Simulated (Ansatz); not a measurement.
**Spin–orbit splittings in NbAs**

```
CELL_PARAMETERS angstrom
0.00000 2.63760 2.63760
2.63760 0.00000 2.63760
2.63760 2.63760 0.00000
ATOMIC_POSITIONS crystal
Nb 0.00000 0.00000 0.00000
As 0.50000 0.50000 0.50000
```

Atom numbers follow the list: Nb1, As2.

Conventional cell: a = 5.275 Å, b = 5.275 Å, c = 5.275 Å, α = 90.00°, β = 90.00°, γ = 90.00°. Nb (atom 1) has 6 As at 2.64 Å as nearest neighbours. As (atom 2) has 6 Nb at 2.64 Å as nearest neighbours.

The cell was built from the rocksalt type and relaxed in the same program, and has space group Fm-3m; it needn't be a known or the stable phase.

All numbers are computed: DFT, PBE, all-electron LAPW, scalar-relativistic (Ansatz 0.2.0); DFT, PBE, all-electron LAPW, Dirac equation with spin-orbit coupling (Ansatz 0.2.0).

The runs use a Γ-centred 11×11×11 k mesh, Fermi–Dirac smearing of 0.05 eV, basis error target 0.25 meV/atom, no spin polarisation.

Levels between -8 and 3 eV, each run counted from its own valence-band top where it has a gap, else its Fermi level. Scalar levels are listed once for both spins; with the coupling every spinor state is counted. Levels near the edges of the range can cross them.

**Question.** At Γ (0.000, 0.000, 0.000) the scalar-relativistic levels are -1.54 (×3), -0.95 (×2), -0.22 (×3). What are they with spin–orbit coupling?

**Answer.** -1.57 (×4), -1.48 (×2), -0.94 (×4), -0.52 (×2), -0.08 (×4).

**Question.** At L (0.500, 0.500, 0.500) the scalar-relativistic levels are -6.94, -4.41 (×2), 0.55 (×2), 1.41. What are they with spin–orbit coupling?

**Answer.** -6.95 (×2), -4.45 (×2), -4.37 (×2), 0.54 (×2), 0.56 (×2), 1.42 (×2).
